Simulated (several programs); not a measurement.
What each method gives for SnSe (wurtzite)

Wurtzite SnSe, relaxed with r2SCAN in Ansatz, was computed with several methods. It is hexagonal, P6_3mc (No. 186); conventional cell a = 5.075 Å, c = 6.174 Å, 34.42 Å³ an atom. Sn has 5 Se at 2.80–3.38 Å; Se has 5 Sn at 2.80–3.38 Å. These are computed values for a spin-unpolarised cell that may be hypothetical; none is a measurement.

Space group P6_3mc (No. 186). a = 5.075 Å, b = 5.075 Å, c = 6.174 Å, α = 90.00°, β = 90.00°, γ = 120.00°
```json
{"atom": "Sn", "site": "2b", "symmetry": "3m.", "x": "0.3333", "y": "0.6667", "z": "0.9609"}
{"atom": "Se", "site": "2b", "symmetry": "3m.", "x": "0.3333", "y": "0.6667", "z": "0.4141"}
```

Gaps and times are for a single point on this cell; volume and bulk modulus come from each method's own relaxation or energy curve at fixed shape, which is too stiff where a cell has free coordinates or axes. Times are rough, from shared hosts (Arm Neoverse V1; Intel Xeon 6975P-C), and each method has its own mesh and cell size. A double dagger marks a value from a curve with shape and coordinates held. A star marks a curve whose lowest point is an end point. PM6 (MOPAC), PM7 (MOPAC), GFN1-xTB (tblite), GFN2-xTB (tblite) treat a cluster of cells at its zone centre, which samples few k points: where these miss a band edge, the gap comes out too large for that reason alone. Gaps from k meshes are read at a limited set of points (mesh, symmetry points, PBE's band edges), so each method's own least gap may be somewhat smaller. xTB and the PM methods were fitted mostly to molecules, and can miss a solid's gap by electronvolts. Minimal bases can be far off for gaps. Times of the plane-wave ladder aren't listed, since it ran on unlike processors and cards. GLLB-SC's gap includes the derivative discontinuity. G0W0 is at finite bands, cutoff and mesh. d marks a direct gap, i an indirect one (no mark: not told apart), a dash a value that wasn't computed or didn't pass its checks.

```json
{"method": "PM7 (MOPAC)", "kind": "semi-empirical", "gap (eV)": "6.31", "own volume (Å³/atom)": "–", "bulk modulus (GPa)": "–", "atoms computed": "cluster", "processor time": "0.84 s"}
{"method": "PM6 (MOPAC)", "kind": "semi-empirical", "gap (eV)": "5.10", "own volume (Å³/atom)": "–", "bulk modulus (GPa)": "–", "atoms computed": "cluster", "processor time": "1 s"}
{"method": "GFN1-xTB (tblite)", "kind": "tight binding", "gap (eV)": "2.42", "own volume (Å³/atom)": "–", "bulk modulus (GPa)": "–", "atoms computed": "cluster", "processor time": "1.4 s"}
{"method": "light PBE (260 eV and a coarse mesh)", "kind": "light plane-wave", "gap (eV)": "0.88 d", "own volume (Å³/atom)": "–", "bulk modulus (GPa)": "–", "atoms computed": "4", "processor time": "2.9 s"}
{"method": "GFN2-xTB (tblite)", "kind": "tight binding", "gap (eV)": "3.03", "own volume (Å³/atom)": "–", "bulk modulus (GPa)": "–", "atoms computed": "cluster", "processor time": "3.7 s"}
{"method": "PBE/SZV (CP2K)", "kind": "small basis", "gap (eV)": "0.96 d", "own volume (Å³/atom)": "37.96*‡", "bulk modulus (GPa)": "38*‡", "atoms computed": "4", "processor time": "9.4 s"}
{"method": "PBE", "kind": "semilocal", "gap (eV)": "0.87 d", "own volume (Å³/atom)": "35.04", "bulk modulus (GPa)": "36‡", "atoms computed": "4", "processor time": "–"}
{"method": "PBE/single zeta (GPAW)", "kind": "small basis", "gap (eV)": "0.93 d", "own volume (Å³/atom)": "–", "bulk modulus (GPa)": "–", "atoms computed": "4", "processor time": "14 s"}
{"method": "PBE/DZVP (CP2K)", "kind": "small basis", "gap (eV)": "0.88 i", "own volume (Å³/atom)": "35.63‡", "bulk modulus (GPa)": "36‡", "atoms computed": "4", "processor time": "18 s"}
{"method": "r2SCAN", "kind": "semilocal", "gap (eV)": "1.00 i", "own volume (Å³/atom)": "34.42", "bulk modulus (GPa)": "39‡", "atoms computed": "4", "processor time": "–"}
{"method": "GLLB-SC (GPAW)", "kind": "model potential", "gap (eV)": "1.49", "own volume (Å³/atom)": "–", "bulk modulus (GPa)": "–", "atoms computed": "4", "processor time": "2.1 min"}
{"method": "G0W0@PBE (140 eV screening cutoff)", "kind": "many-body", "gap (eV)": "1.11", "own volume (Å³/atom)": "–", "bulk modulus (GPa)": "–", "atoms computed": "4", "processor time": "–"}
```

Against r2SCAN (1.00 eV) and with closed or daggered gaps left aside, the nearest gap at the points sampled is that of PBE/SZV (CP2K) (-0.04 eV) and the farthest that of PM7 (MOPAC) (+5.31 eV). r2SCAN is only a yardstick of convenience: semilocal gaps usually lie below measured ones, which GLLB-SC and hybrids aim to mend.

Volumes against r2SCAN's: PBE +1.8 %.

Spin-orbit coupling is left out, which matters wherever the heavy atoms make up the band edges.
